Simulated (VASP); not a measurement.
# PbSe (Cmcm) in VASP: single point with PBE+D3(BJ)

Aim: the single point of PbSe with PBE+D3(BJ).

Program: VASP 6.6.1. These are calculated values, not measurements. Logs are shortened: lines on timing, memory, paths and dates and some standing lists are left out, and cuts for length are marked.

## Step 1: The crystal as given

Symmetry: Cmcm, No. 63, orthorhombic system. Conventional cell: a = 4.310 Å, b = 12.268 Å, c = 4.450 Å, α = 90.00°, β = 90.00°, γ = 90.00°. Pb (site symmetry m2m) is surrounded by 5 Se at 2.82 to 3.10 Å. Around Se (site symmetry m2m) lie 5 Pb at 2.82 to 3.10 Å.

Measurements of this composition are mostly on another form, of space group No. 225.

## Step 2: Single point, PBE+D3(BJ)

The input, INCAR:

```
PREC = Accurate
ENCUT = 520
EDIFF = 1E-6
ISMEAR = 0
SIGMA = 0.1
LREAL = False
LASPH = True
NELM = 100
ALGO = Fast
ISIF = 2
LWAVE = False
LCHARG = False
GGA = PE
IVDW = 12
NBANDS = 28
```

The input, KPOINTS:

```
regular mesh
0
Gamma
  4 4 4
```

The input, POSCAR:

```
PbSe
1.0
    2.1548765900     -6.1339473500      0.0000000000
    2.1548765900      6.1339473500      0.0000000000
    0.0000000000      0.0000000000      4.4504935700
Pb Se
2 2
Direct
    0.6317607300      0.3682392700      0.7500000000
    0.3682392700      0.6317607300      0.2500000000
    0.8612899600      0.1387100400      0.7500000000
    0.1387100400      0.8612899600      0.2500000000
```

Potentials or basis: VASP PAW PBE potentials, release 64 (Pb_d, Se).

Run with:

```bash
cat potpaw_PBE.64/Pb_d/POTCAR potpaw_PBE.64/Se/POTCAR > POTCAR
mpirun -np 1 vasp_std > vasp.out
```

OUTCAR:

```text
PREC = Accurate
   ENCUT = 520
   EDIFF = 1E-6
   ISMEAR = 0
   LREAL = False
   LASPH = True
   NELM = 100
   ISIF = 2
   GGA = PE
   IVDW = 12
 IVDW          = 12

 ion  position               nearest neighbor table
   1  0.632  0.368  0.750-   3 2.82   4 3.10   4 3.10   4 3.10   4 3.10   2 3.92   2 3.92
   2  0.368  0.632  0.250-   4 2.82   3 3.10   3 3.10   3 3.10   3 3.10   1 3.92   1 3.92
   3  0.861  0.139  0.750-   1 2.82   2 3.10   2 3.10   2 3.10   2 3.10
   4  0.139  0.861  0.250-   2 2.82   1 3.10   1 3.10   1 3.10   1 3.10

  LATTYP: Found a base centered orthorhombic cell.
 ALAT       =     4.3097531800
 B/A-ratio  =     2.8465422932
 C/A-ratio  =     1.0326562530

  Lattice vectors:

 A1 = (   2.1548765900,  -6.1339473500,   0.0000000000)
 A2 = (   2.1548765900,   6.1339473500,   0.0000000000)
 A3 = (   0.0000000000,   0.0000000000,   4.4504935700)

Analysis of symmetry for initial positions (statically):
=====================================================================
 Subroutine PRICEL returns:
 Original cell was already a primitive cell.

 Routine SETGRP: Setting up the symmetry group for a
 base centered orthorhombic supercell.

 Subroutine GETGRP returns: Found  8 space group operations
 (whereof  4 operations were pure point group operations)
 out of a pool of  8 trial point group operations.

The static configuration has the point symmetry C_2h.
 The point group associated with its full space group is D_2h.

Analysis of symmetry for dynamics (positions and initial velocities):
=====================================================================
 Subroutine PRICEL returns:
 Original cell was already a primitive cell.

 Routine SETGRP: Setting up the symmetry group for a
 base centered orthorhombic supercell.

 Subroutine GETGRP returns: Found  8 space group operations
 (whereof  4 operations were pure point group operations)
 out of a pool of  8 trial point group operations.

The dynamic configuration has the point symmetry C_2h.
 The point group associated with its full space group is D_2h.

 Subroutine INISYM returns: Found  8 space group operations
 (whereof  4 operations are pure point group operations),
 and found     1 'primitive' translations

----------------------------------------------------------------------------------------

[... 91 lines left out ...]
   NELM   =    100;   NELMIN=  2; NELMDL= -5     # of ELM steps
   EDIFF  = 0.1E-05   stopping-criterion for ELM
   LREAL  =      F    real-space projection
   EDIFFG = 0.1E-04   stopping-criterion for IOM
   NSW    =      0    number of steps for IOM
   IBRION =     -1    ionic relax: 0-MD 1-quasi-New 2-CG
   NFREE  =      0    steps in history (QN), initial steepest desc. (CG)
   ISIF   =      2    stress and relaxation
   ISYM   =      2    0-nonsym 1-usesym 2-fastsym
   POTIM  = 0.5000    time-step for ionic-motion
   TEBEG  =    0.0;   TEEND  =   0.0 temperature during run
   PSTRESS=    0.0 pullay stress
   NELECT =      40.0000    total number of electrons
   NUPDOWN=      -1.0000    fix difference up-down
   EMIN   =  10.00;   EMAX   =-10.00  energy-range for DOS
   EFERMI =   0.00;   METHOD = LEGACY
   ISMEAR =     0;   SIGMA  =   0.10  broadening in eV -4-tet -1-fermi 0-gaus
   EFERMI_NEDOS =   21; number of points for ismear=-14 and -15
   IALGO  =     68    algorithm
   IMIX   =      4    mixing-type and parameters
     AMIX     =   0.40;   BMIX     =  1.00
     AMIX_MAG =   1.60;   BMIX_MAG =  1.00
  volume/ion in A,a.u.               =      29.41       198.49
  Fermi-wavevector in a.u.,A,eV,Ry     =   1.142601  2.159203 17.762912  1.305537
  Thomas-Fermi vector in A             =   2.279299
   LORBIT       =      0    0 simple, 1 ext, 2 COOP (PROOUT), +10 PAW based schemes
   GGA     = PE    functional components
   LHFCALC =     F    Hartree Fock is set to
   AEXX    =    0.0000 exact exchange contribution
   IVDW    =    12    specifies the selected vdW correction
   LEPSILON=     F    determine dielectric tensor
   LRPA    =     F    only Hartree local field effects (RPA)
 non-spin polarized calculation
 RMM-DIIS sequential band-by-band and
 Gauss-broadening in eV      SIGMA  =   0.10
  energy-cutoff  :      520.00
  volume of cell :      117.65
 maximum number of plane-waves:      3192
   NGX = 25   NGY = 25   NGZ = 17

 number of electron      39.9999995 magnetization

 Free energy of the ion-electron system (eV)
  ---------------------------------------------------
  ext. energy  EPLUGINS =         0.00000000
  ---------------------------------------------------
  free energy    TOTEN  =       -16.19945851 eV

  energy without entropy =      -16.19945851  energy(sigma->0) =      -16.19945851

 E-fermi :   4.7273     XC(G=0):  -9.4275

 val. band max:        4.2240216023   @ k =   0.0000   0.0000   0.5000
 cond. band min:       5.4238584386   @ k =   0.5000   0.5000   0.0000
 fundamental gap:      1.1998368363
 Fermi energy:         4.7273300185

 k-point     1 :       0.0000    0.0000    0.0000
  band No.  band energies     occupation
      1     -12.2079      2.00000
      2     -12.1271      2.00000
      3     -12.1211      2.00000
      4     -12.1192      2.00000
      5     -12.0988      2.00000
      6     -12.0932      2.00000
[... 640 lines left out ...]
     27      12.4755      0.00000
     28      12.4795      0.00000

------------------------ aborting loop because EDIFF is reached ----------------------------------------

 Edisp (eV)   -1.44063

 E8    (eV) :    -0.6734

  FORCE on cell =-STRESS in cart. coord.  units (eV):
  Direction    XX          YY          ZZ          XY          YZ          ZX
  --------------------------------------------------------------------------------------
  -------------------------------------------------------------------------------------
  Total      -0.74943    -0.77714    -0.78566     0.00000     0.00000     0.00000
  in kB     -10.20560   -10.58299   -10.69909     0.00000     0.00000     0.00000
  external pressure =      -10.50 kB  Pullay stress =        0.00 kB

 VOLUME and BASIS-vectors are now :
 -----------------------------------------------------------------------------
  energy-cutoff  :      520.00
  volume of cell :      117.65
      direct lattice vectors                 reciprocal lattice vectors
     2.154876590 -6.133947350  0.000000000     0.232031849 -0.081513579  0.000000000
     2.154876590  6.133947350  0.000000000     0.232031849  0.081513579  0.000000000
     0.000000000  0.000000000  4.450493570     0.000000000  0.000000000  0.224694179

 POSITION                                       TOTAL-FORCE (eV/Angst)
 -----------------------------------------------------------------------------------
      2.15488     -1.61643      3.33787         0.000000      0.092043     -0.000000
      2.15488      1.61643      1.11262         0.000000     -0.092043     -0.000000
      2.15488     -4.43227      3.33787         0.000000     -0.077535      0.000000
      2.15488      4.43227      1.11262         0.000000      0.077535      0.000000
 -----------------------------------------------------------------------------------
    total drift:                                0.000000     -0.000000     -0.000000

  FREE ENERGIE OF THE ION-ELECTRON SYSTEM (eV)
  ---------------------------------------------------
  free  energy   TOTEN  =       -17.6400888551 eV

  energy  without entropy=      -17.6400888551  energy(sigma->0) =      -17.64008886
```

OSZICAR:

```text
N       E                     dE             d eps       ncg     rms          rms(c)
DAV:   1     0.413657833068E+03    0.41366E+03   -0.18823E+04  1176   0.149E+03
DAV:   2     0.269686057942E+02   -0.38669E+03   -0.37579E+03  1196   0.396E+02
DAV:   3    -0.149952641256E+02   -0.41964E+02   -0.41206E+02  1516   0.149E+02
DAV:   4    -0.167765893943E+02   -0.17813E+01   -0.17761E+01  1368   0.327E+01
DAV:   5    -0.168363913465E+02   -0.59802E-01   -0.59797E-01  1544   0.638E+00    0.398E+00
RMM:   6    -0.162052170951E+02    0.63117E+00   -0.81033E-01  1318   0.423E+00    0.224E+00
RMM:   7    -0.161995280772E+02    0.56890E-02   -0.34931E-01  1653   0.283E+00    0.126E+00
RMM:   8    -0.162044875834E+02   -0.49595E-02   -0.44703E-02  1290   0.183E+00    0.286E-01
RMM:   9    -0.161990051688E+02    0.54824E-02   -0.13260E-02  1486   0.103E+00    0.785E-02
RMM:  10    -0.161994054969E+02   -0.40033E-03   -0.45071E-03  1829   0.516E-01    0.524E-02
RMM:  11    -0.161994587709E+02   -0.53274E-04   -0.56083E-04  1764   0.154E-01    0.229E-02
RMM:  12    -0.161994597886E+02   -0.10176E-05   -0.87199E-05  1722   0.597E-02    0.100E-02
RMM:  13    -0.161994583826E+02    0.14060E-05   -0.16164E-05  1383   0.299E-02    0.300E-03
RMM:  14    -0.161994585074E+02   -0.12486E-06   -0.42374E-06  1231   0.167E-02
   1 F= -.17640089E+02 E0= -.17640089E+02  d E =-.175703E-13
```

stdout:

```text
POSCAR found type information on POSCAR PbSe
 POSCAR found :  2 types and       4 ions
 scaLAPACK will be used
 LDA part: xc-table for (Slater+PW92), standard interpolation
 POSCAR, INCAR and KPOINTS ok, starting setup
 FFT: planning ... GRIDC
 FFT: planning ... GRID_SOFT
 FFT: planning ... GRID
 WAVECAR not read
 entering main loop
```

Wall time 36 s (1 thread of Intel Xeon 6975P-C (Granite Rapids), shared host); peak memory 0.3 GiB.

Results:

* Free energy: -17.6401 eV
* Pressure: -1.0 GPa
* Largest force: 0.092 eV/Å
* Band gap on the k mesh: 1.20 eV, indirect (least direct gap 1.43 eV)
* Dispersion energy per atom: -0.360 eV

Forces in eV/Å, atoms in the order of the input:
```
Pb   0.000  0.092  0.000
Pb   0.000 -0.092  0.000
Se   0.000 -0.078  0.000
Se   0.000  0.078  0.000
```

Levels at points of the mesh, in eV from the valence-band top:
```tsv
k point	band 18	band 19	band 20	band 21	band 22	band 23
(0.00, 0.00, 0.00)	-1.51	-1.25	-0.36	4.50	4.53	4.73
(0.50, 0.00, 0.00)	-0.88	-0.43	-0.20	1.58	1.68	1.91
(0.50, 0.50, 0.00)	-1.68	-1.05	-0.54	1.20	4.34	4.50
(0.00, 0.00, 0.50)	-0.84	0.00	0.00	1.59	1.59	2.42
(0.50, 0.00, 0.50)	-3.00	-1.24	-1.24	3.22	3.22	5.49
(0.50, 0.50, 0.50)	-0.94	-0.35	-0.35	1.37	1.37	2.87
```

Caveat: spin-orbit coupling is left out, which as a rule narrows the gap of such compounds by several tenths of an eV. A k mesh can miss the band edges.
